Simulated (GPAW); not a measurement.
The system is Mo.

```xyz
1
Lattice="-1.5838 1.5838 1.5838 1.5838 -1.5838 1.5838 1.5838 1.5838 -1.5838" Properties=species:S:1:pos:R:3 pbc="T T T"
Mo    0.0000    0.0000    0.0000
```

Program: GPAW 26.7.0. Alike in all runs: task band structure; cell as given; cutoff (eV) 600; smearing fermi-dirac 0.05 eV.

Task: Order these runs on this cell by their pressure, lowest first.
A. level RPBE; potentials or basis the program's PAW data sets (release 1.2.1) made for this functional, pw; spin off; k mesh 12 × 12 × 12; band points 60
B. level PBEsol; potentials or basis PAW data sets generated in the run's folder for this functional, pw; spin SOC, no magnetisation; k mesh 9 × 9 × 9; band points 80; spin axis theta (degrees) 0; spin axis phi (degrees) 0; soc after scf second variation
C. level r2SCAN; potentials or basis GPAW PAW data sets (gpaw-data 1.2.1), pw; spin off; k mesh 12 × 12 × 12; band points 60
D. level BLYP; potentials or basis PAW data sets generated in the run's folder for this functional, pw; spin off; k mesh 12 × 12 × 12; band points 100; eigensolver davidson

Result: B (-10.2 GPa), C (-3.6 GPa), A (1.5 GPa), D (6.9 GPa).

Caveats: spin-orbit coupling was added after a scalar SCF, so levels and gaps hold it while energy, forces, pressure and moments don't (some runs); the PAW data sets were made with another functional, which shifts forces and pressure a little (some runs).

Runs at the PBE level aren't shown here.
